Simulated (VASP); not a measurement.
# GaSb (I-4m2) in VASP: single point with PBE

Aim: the single point of GaSb with PBE.

All numbers are computed with VASP 6.6.1; they aren't measurements. Logs are shortened: lines on timing, memory, paths and dates and some standing lists are left out, and cuts for length are marked.

## (1) The structure

Symmetry: I-4m2, No. 119, tetragonal system. The conventional cell has a = 5.531 Å, b = 5.531 Å, c = 3.162 Å, α = 90.00°, β = 90.00°, γ = 90.00°. Ga (site symmetry -4m2) has 4 Sb at 2.88 Å and 2 Ga at 3.16 Å as nearest neighbours. Around Sb (site symmetry -4m2) lie 4 Ga at 2.88 Å and 2 Sb at 3.16 Å.

Measurements of this composition are mostly on another form, of space group No. 216.

## (2) Single point, PBE

Contents of INCAR:

```
PREC = Accurate
ENCUT = 520
EDIFF = 1E-7
ISMEAR = 0
SIGMA = 0.15
LREAL = False
LASPH = True
NELM = 100
ALGO = Fast
ISIF = 2
LWAVE = False
LCHARG = False
GGA = PE
NBANDS = 16
```

Contents of KPOINTS:

```
regular mesh
0
Gamma
  16 16 16
```

Contents of POSCAR:

```
GaSb
1.0
   -2.7657340133      2.7657340133      1.5810862174
    2.7657340133     -2.7657340133      1.5810862174
    2.7657340133      2.7657340133     -1.5810862174
Ga Sb
1 1
Direct
    0.2500000000      0.7500000000      0.5000000000
    0.0000000000      0.0000000000      0.0000000000
```

Potentials or basis: VASP PAW PBE potentials, release 64 (Ga_d, Sb).

On the command line:

```bash
$ cat potpaw_PBE.64/Ga_d/POTCAR potpaw_PBE.64/Sb/POTCAR > POTCAR
$ mpirun -np 1 vasp_std > vasp.out
```

OUTCAR:

```text
PREC = Accurate
   ENCUT = 520
   EDIFF = 1E-7
   ISMEAR = 0
   LREAL = False
   LASPH = True
   NELM = 100
   ISIF = 2
   GGA = PE

 ion  position               nearest neighbor table
   1  0.250  0.750  0.500-   2 2.88   2 2.88   2 2.88   2 2.88
   2  0.000  0.000  0.000-   1 2.88   1 2.88   1 2.88   1 2.88

  LATTYP: Found a body centered tetragonal cell.
 ALAT       =     5.5314680266
 C/A-ratio  =     0.5716696580

  Lattice vectors:

 A1 = (  -2.7657340133,   2.7657340133,   1.5810862174)
 A2 = (   2.7657340133,  -2.7657340133,   1.5810862174)
 A3 = (   2.7657340133,   2.7657340133,  -1.5810862174)

Analysis of symmetry for initial positions (statically):
=====================================================================
 Subroutine PRICEL returns:
 Original cell was already a primitive cell.

 Routine SETGRP: Setting up the symmetry group for a
 body centered tetragonal supercell.

 Subroutine GETGRP returns: Found  8 space group operations
 (whereof  8 operations were pure point group operations)
 out of a pool of 16 trial point group operations.

The static configuration has the point symmetry D_2d.

Analysis of symmetry for dynamics (positions and initial velocities):
=====================================================================
 Subroutine PRICEL returns:
 Original cell was already a primitive cell.

 Routine SETGRP: Setting up the symmetry group for a
 body centered tetragonal supercell.

 Subroutine GETGRP returns: Found  8 space group operations
 (whereof  8 operations were pure point group operations)
 out of a pool of 16 trial point group operations.

The dynamic configuration has the point symmetry D_2d.

 Subroutine INISYM returns: Found  8 space group operations
 (whereof  8 operations are pure point group operations),
 and found     1 'primitive' translations

----------------------------------------------------------------------------------------

                                     Primitive cell

  volume of cell :      48.3767

  direct lattice vectors                    reciprocal lattice vectors
    -2.765734013  2.765734013  1.581086217     0.000000000  0.180783834  0.316238289
     2.765734013 -2.765734013  1.581086217     0.180783834  0.000000000  0.316238289
     2.765734013  2.765734013 -1.581086217     0.180783834  0.180783834  0.000000000

  length of vectors
     4.218815342  4.218815342  4.218815342     0.364265631  0.364265631  0.255666951

  position of ions in fractional coordinates (direct lattice)
     0.250000000  0.750000000  0.500000000
     0.000000000  0.000000000  0.000000000

  ion indices of the primitive-cell ions
   primitive index   ion index
                 1           1
                 2           2

----------------------------------------------------------------------------------------

 KPOINTS: regular mesh

Automatic generation of k-mesh.
 Grid dimensions read from file:
 generate k-points for:   16   16   16

 Generating k-lattice:

  Cartesian coordinates                     Fractional coordinates (reciprocal lattice)
     0.000000000  0.011298990  0.019764893     0.062500000  0.000000000  0.000000000
     0.011298990  0.000000000  0.019764893     0.000000000  0.062500000  0.000000000
     0.011298990  0.011298990  0.000000000     0.000000000  0.000000000  0.062500000

  Length of vectors
     0.022766602  0.022766602  0.015979184

  Shift w.r.t. Gamma in fractional coordinates (k-lattice)
     0.000000000  0.000000000  0.000000000

 Subroutine IBZKPT returns following result:
 ===========================================

 Found    349 irreducible k-points:

 Following reciprocal coordinates:
            Coordinates               Weight
  0.000000  0.000000  0.000000      1.000000
  0.062500 -0.000000  0.000000      8.000000
  0.125000 -0.000000  0.000000      8.000000
  0.187500 -0.000000  0.000000      8.000000
  0.250000 -0.000000  0.000000      8.000000
  0.312500  0.000000 -0.000000      8.000000
[... 16 lines left out ...]
 -0.125000  0.062500 -0.000000     16.000000
 -0.062500  0.062500  0.000000      4.000000
 [... further k-points ...]
   k-points           NKPTS =    349   k-points in BZ     NKDIM =    349   number of bands    NBANDS=     16
   number of dos      NEDOS =    301   number of ions     NIONS =      2
   total plane-waves  NPLWV =  32768
   dimension x,y,z NGX =    32 NGY =   32 NGZ =   32
   dimension x,y,z NGXF=    64 NGYF=   64 NGZF=   64
   ions per type =               1   1
   NGX,Y,Z   is equivalent  to a cutoff of  12.61, 12.61, 12.61 a.u.
   NGXF,Y,Z  is equivalent  to a cutoff of  25.22, 25.22, 25.22 a.u.
 SYSTEM =  unknown system
   PREC   = accura    normal or accurate (medium, high low for compatibility)
   ISTART =      0    job   : 0-new  1-cont  2-samecut
   ICHARG =      2    charge: 1-file 2-atom 10-const
   ISPIN  =      1    spin polarized calculation?
   LNONCOLLINEAR =      F non collinear calculations
   LSORBIT =      F    spin-orbit coupling
   LASPH  =      T    aspherical Exc in radial PAW
   ENCUT  =  520.0 eV  38.22 Ry    6.18 a.u.   7.84  7.84  7.84*2*pi/ulx,y,z
   NELM   =    100;   NELMIN=  2; NELMDL= -5     # of ELM steps
   EDIFF  = 0.1E-06   stopping-criterion for ELM
   LREAL  =      F    real-space projection
   EDIFFG = 0.1E-05   stopping-criterion for IOM
   NSW    =      0    number of steps for IOM
   IBRION =     -1    ionic relax: 0-MD 1-quasi-New 2-CG
   NFREE  =      0    steps in history (QN), initial steepest desc. (CG)
   ISIF   =      2    stress and relaxation
   ISYM   =      2    0-nonsym 1-usesym 2-fastsym
   POTIM  = 0.5000    time-step for ionic-motion
   TEBEG  =    0.0;   TEEND  =   0.0 temperature during run
   PSTRESS=    0.0 pullay stress
   NELECT =      18.0000    total number of electrons
   NUPDOWN=      -1.0000    fix difference up-down
   EMIN   =  10.00;   EMAX   =-10.00  energy-range for DOS
   EFERMI =   0.00;   METHOD = LEGACY
   ISMEAR =     0;   SIGMA  =   0.15  broadening in eV -4-tet -1-fermi 0-gaus
   EFERMI_NEDOS =   21; number of points for ismear=-14 and -15
   IALGO  =     68    algorithm
   IMIX   =      4    mixing-type and parameters
     AMIX     =   0.40;   BMIX     =  1.00
     AMIX_MAG =   1.60;   BMIX_MAG =  1.00
  volume/ion in A,a.u.               =      24.19       163.23
  Fermi-wavevector in a.u.,A,eV,Ry     =   1.177480  2.225115 18.863922  1.386459
  Thomas-Fermi vector in A             =   2.313826
   LORBIT       =      0    0 simple, 1 ext, 2 COOP (PROOUT), +10 PAW based schemes
   GGA     = PE    functional components
   LHFCALC =     F    Hartree Fock is set to
   AEXX    =    0.0000 exact exchange contribution
   IVDW    =     0    specifies the selected vdW correction
   LEPSILON=     F    determine dielectric tensor
   LRPA    =     F    only Hartree local field effects (RPA)
 non-spin polarized calculation
 RMM-DIIS sequential band-by-band and
 Gauss-broadening in eV      SIGMA  =   0.15
  energy-cutoff  :      520.00
  volume of cell :       48.38
 maximum number of plane-waves:      1324
   NGX = 15   NGY = 15   NGZ = 15

 number of electron      17.9999991 magnetization

 Free energy of the ion-electron system (eV)
  ---------------------------------------------------
  ext. energy  EPLUGINS =         0.00000000
  ---------------------------------------------------
  free energy    TOTEN  =        -6.99424109 eV

  energy without entropy =       -6.98518298  energy(sigma->0) =       -6.98971204

 E-fermi :   6.5271     XC(G=0): -10.2233

 val. band max:        6.5252140726   @ k =  -0.4375   0.4375   0.1250
 cond. band min:       6.5280692105   @ k =  -0.4375   0.0625  -0.0000
 fundamental gap:      0.0028551379
 Fermi energy:         6.5270880396

 k-point     1 :       0.0000    0.0000    0.0000
  band No.  band energies     occupation
      1      -8.4216      2.00000
      2      -8.3341      2.00000
      3      -8.3272      2.00000
      4      -8.3053      2.00000
      5      -8.3053      2.00000
      6      -5.3931      2.00000
[... 8 lines left out ...]
     15      16.4192      0.00000
     16      17.0905      0.00000

 k-point     2 :       0.0625   -0.0000    0.0000
  band No.  band energies     occupation
      1      -8.4164      2.00000
      2      -8.3345      2.00000
      3      -8.3264      2.00000
      4      -8.3075      2.00000
      5      -8.3075      2.00000
      6      -5.3180      2.00000
[... 8 lines left out ...]
     15      16.5266      0.00000
     16      16.8478      0.00000

 k-point     3 :       0.1250   -0.0000    0.0000
  band No.  band energies     occupation
      1      -8.4016      2.00000
      2      -8.3359      2.00000
      3      -8.3244      2.00000
      4      -8.3136      2.00000
      5      -8.3134      2.00000
      6      -5.0932      2.00000
[... 8 lines left out ...]
     15      15.5485      0.00000
     16      16.0819      0.00000

 k-point     4 :       0.1875   -0.0000    0.0000
  band No.  band energies     occupation
      1      -8.3797      2.00000
      2      -8.3382      2.00000
      3      -8.3259      2.00000
      4      -8.3225      2.00000
      5      -8.3178      2.00000
      6      -4.7209      2.00000
[... 8 lines left out ...]
     15      14.7387      0.00000
     16      15.9556      0.00000
[... 324 lines left out ...]
 k-point    22 :      -0.1875    0.0625   -0.0000
  band No.  band energies     occupation
      1      -8.4007      2.00000
      2      -8.3380      2.00000
      3      -8.3236      2.00000
      4      -8.3137      2.00000
      5      -8.3123      2.00000
      6      -4.9926      2.00000
[... 8 lines left out ...]
     15      15.6741      0.00000
     16      16.0201      0.00000

 k-point    23 :      -0.1250    0.0625   -0.0000
  band No.  band energies     occupation
      1      -8.4157      2.00000
      2      -8.3360      2.00000
      3      -8.3256      2.00000
      4      -8.3076      2.00000
      5      -8.3068      2.00000
      6      -5.2506      2.00000
[... 8 lines left out ...]
     15      16.4053      0.00000
     16      16.6943      0.00000

 k-point    24 :      -0.0625    0.0625    0.0000
  band No.  band energies     occupation
      1      -8.4213      2.00000
      2      -8.3348      2.00000
      3      -8.3267      2.00000
      4      -8.3054      2.00000
      5      -8.3050      2.00000
      6      -5.3594      2.00000
[... 8 lines left out ...]
     15      16.2985      0.00000
     16      17.1528      0.00000

 [... further k-points ...]

------------------------ aborting loop because EDIFF is reached ----------------------------------------

  FORCE on cell =-STRESS in cart. coord.  units (eV):
  Direction    XX          YY          ZZ          XY          YZ          ZX
  --------------------------------------------------------------------------------------
  -------------------------------------------------------------------------------------
  Total        0.0109460      0.0109460     -0.0069256      0.0000000      0.0000000      0.0000000
  in kB        0.3625189      0.3625189     -0.2293675      0.0000000      0.0000000      0.0000000
  external PRESSURE =       0.1652235 kB  Pullay stress =       0.0000000 kB

 VOLUME and BASIS-vectors are now :
 -----------------------------------------------------------------------------
  energy-cutoff  :      520.00
  volume of cell :       48.38
      direct lattice vectors                 reciprocal lattice vectors
    -2.765734013  2.765734013  1.581086217     0.000000000  0.180783834  0.316238289
     2.765734013 -2.765734013  1.581086217     0.180783834  0.000000000  0.316238289
     2.765734013  2.765734013 -1.581086217     0.180783834  0.180783834  0.000000000

 POSITION                                       TOTAL-FORCE (eV/Angst)
 -----------------------------------------------------------------------------------
      2.76573     -0.00000      0.79054        -0.000000      0.000000     -0.000000
      0.00000      0.00000      0.00000         0.000000     -0.000000      0.000000
 -----------------------------------------------------------------------------------
    total drift:                                0.000000     -0.000000     -0.000000

  FREE ENERGIE OF THE ION-ELECTRON SYSTEM (eV)
  ---------------------------------------------------
  free  energy   TOTEN  =        -6.9942410912 eV

  energy  without entropy=       -6.9851829811  energy(sigma->0) =       -6.98971204
```

Wall time 3.1 min (1 thread of Intel Xeon Platinum 8559C (Emerald Rapids), shared host); peak memory 0.4 GiB.

What came out:

```
Free energy            : -6.9942 eV
Pressure               : 0.0 GPa
Band gap on the k mesh : none (metal or under the smearing width)
```

Levels at points of the mesh, in eV from the Fermi level:
```csv
k point,band 7,band 8,band 9,band 10,band 11,band 12
"(0.00, 0.00, 0.00)",-3.04,-1.89,-1.89,3.41,5.12,7.03
"(0.50, 0.00, 0.00)",-5.57,-2.46,-1.44,-1.15,2.43,3.24
"(0.50, 0.50, 0.00)",-8.01,-0.04,1.77,2.05,2.28,4.65
"(0.50, 0.50, 0.50)",-5.95,-4.94,-4.94,3.59,5.10,10.23
```

The run has no spin-orbit coupling, so splittings on Sb are missing.
